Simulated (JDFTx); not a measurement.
A run of JDFTx 1.7.0 (patched build):

MgS.in

```
lattice Face-Centered Cubic 9.8328119443
coords-type Lattice
ion S      0.5000000000     0.5000000000     0.5000000000 1
ion Mg     0.0000000000     0.0000000000     0.0000000000 1

ion-species pseudo/S.upf
ion-species pseudo/Mg.upf
elec-cutoff 42 336
elec-ex-corr gga-PBE
van-der-waals D3
kpoint-folding 9 9 9
elec-smearing Fermi 0.0018374661
elec-n-bands 14
electronic-SCF nIterations 100 energyDiffThreshold 1e-09
electronic-minimize nIterations 30 energyDiffThreshold 1e-7
forces-output-coords Cartesian
lattice-minimize nIterations 40 energyDiffThreshold 1e-6

dump-name run.$VAR
dump End Ecomponents EigStats BandEigs Kpoints Forces Stress
```

Potentials or basis: PseudoDojo-SR-PBE-0.5-standard.

Command:

```console
$ jdftx -c 1 -i MgS.in -o MgS.out
```

Hardware: 1 thread of Arm Neoverse V1, on a shared host.

Q: How long does it take, and how much memory?

A: Run time: 4.7 min on 1 thread of Arm Neoverse V1, on a shared host, peak memory 0.13 GiB. Counts: scf iterations 35, bands 14, k points 35, plane waves 3089, ion steps 5.
